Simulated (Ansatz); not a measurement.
## Relaxing InSb₃

All numbers below come from DFT r2SCAN, scalar-relativistic, plane waves, PAW (Ansatz).

The start is a database structure of InSb₃, space group Fm-3m (No. 225).

Input of the last, converged step (default PAW datasets):

```yaml
crystal:
  lattice:
    - [0.0, 3.794555, 3.794555]
    - [3.794555, 0.0, 3.794555]
    - [3.794555, 3.794555, 0.0]
  atoms:
    - { symbol: In, position: [0.0, 0.0, 0.0] }
    - { symbol: Sb, position: [0.25, 0.25, 0.25] }
    - { symbol: Sb, position: [0.75, 0.75, 0.75] }
    - { symbol: Sb, position: [0.5, 0.5, 0.5] }
basis:
  ecutwfc: 500
kpoints:
  mp_grid: { grid: [10, 10, 10] }
hamiltonian:
  xc: r2scan
scf:
  occupations: { method: gaussian, width: 0.1 }
output:
  forces: true
  stress: true
  eigenvalues: true
relax:
  adjacent_minimum: "off"
  f_tol: 0.01
  max_steps: 80
  cell: { stress_tol: 0.05 }
```

Launched as:

```bash
ansatz run input.yaml --threads 1 --pin off --max-ram 2560MiB --backend cpu --events-out ev --progress --plain --runs-dir out
```

It took 68 s on 1 thread of Intel(R) Xeon(R) 6975P-C (Granite Rapids), with other jobs on the host, peak memory 0.78 GiB.

End of the output:

```
SCF converged after 5 iterations
Free energy (F): -25108.180803 eV
Harris-Foulkes:  -25108.180803 eV  (|F-HF|=2.91e-11)
Internal energy: -25108.170949 eV  (E = F + TS)
E sigma→0 (E₀):  -25108.175876 eV
Entropy (-TS):   -0.009854 eV (-2.464 meV/atom)
Fermi energy:    11.162026 eV
--- Per-component energies (eV) ---
  E_band       = -500.148953
  E_kinetic    = 858.499050
  E_local      = -5405.122665  (includes V_loc(G=0)·N_el)
  E_nonlocal   = 1453.970298
  E_hartree    = 2401.838845
  E_xc         = -582.910477
  E_vxc        = -415.254838  (∫ρ·V_xc dr)
  E_paw        = -17985.120055  (= ΣΔE_a)
  E_vpaw       = -1824.408797  (= ΣTr[D̂ρ^β])
  E_aug_tail   = 0.000006  (compensation charges beyond the density's cutoff)
  E_vtau       = 28.490115  (kinetic-family band-sum trace: ∫τ·v_τ [+ j·A + Jᵃ·Aᵃ] dr)
  E_ewald      = -5851.809607
  E_core_change = 2.483657  (= ΣΔE_core)
  E_smearing   = -0.009854  (= −TS)
  E_closure    = 0.000000  (closes the sum)
  Σ components = -25108.180803   (vs F -25108.180803, Δ=0.00e0)
--- Forces (eV/Å), atoms counted from 1 ---
  atom   1  In     0.00000000     0.00000000     0.00000000
  atom   2  Sb     0.00000000     0.00000000     0.00000000
  atom   3  Sb     0.00000000     0.00000000     0.00000000
  atom   4  Sb     0.00000000     0.00000000     0.00000000
  max |Σ_I F_I| component: 4.63e-18 eV/Å
--- Stress (GPa, compression-positive) ---
       -0.012595       0.000000       0.000000
        0.000000      -0.012595       0.000000
        0.000000       0.000000      -0.012595
  P = ⅓ Tr σ = -0.0126 GPa (-0.126 kbar)
--- Relaxed structure (3 steps of the walk, 3 accepted, 1 SCFs on fresh bases) ---
  F+E_penalty+E_count = -25108.18080291 eV   max|allowed force component| = 5.580e-17 eV/Å   (the final SCF, on the basis selected at the relaxed cell)
  cell:  # Å, volume = 107.3729 Å³
    - [0.000000, 3.772433, 3.772433]
    - [3.772433, 0.000000, 3.772433]
    - [3.772433, 3.772433, 0.000000]
  atoms:
    - { symbol: In, position: [0.000000, 0.000000, 0.000000] }
    - { symbol: Sb, position: [0.250000, 0.250000, 0.250000] }
    - { symbol: Sb, position: [0.75, 0.75, 0.75] }
    - { symbol: Sb, position: [0.500000, 0.500000, 0.500000] }
```

Absolute energies hang on the potentials; compare differences alone.

The result has space group Fm-3m (No. 225). In is coordinated by 8 Sb at 3.27 Å and 6 Sb at 3.77 Å; Sb on Wyckoff site c (2 atoms of the primitive cell) is coordinated by 4 In at 3.27 Å, 4 Sb at 3.27 Å and 6 Sb at 3.77 Å; Sb on Wyckoff site b (1 atom of the primitive cell) is coordinated by 8 Sb at 3.27 Å and 6 In at 3.77 Å.

Against the elements it lies at 0.25 eV/atom. The zero of energy is the elements' standard structures at the same level; no fitted shifts are applied.

For metals, differences of a few meV/atom aren't resolved. Spin–orbit coupling is left out.

A structure relaxed within its symmetry needn't be a true minimum.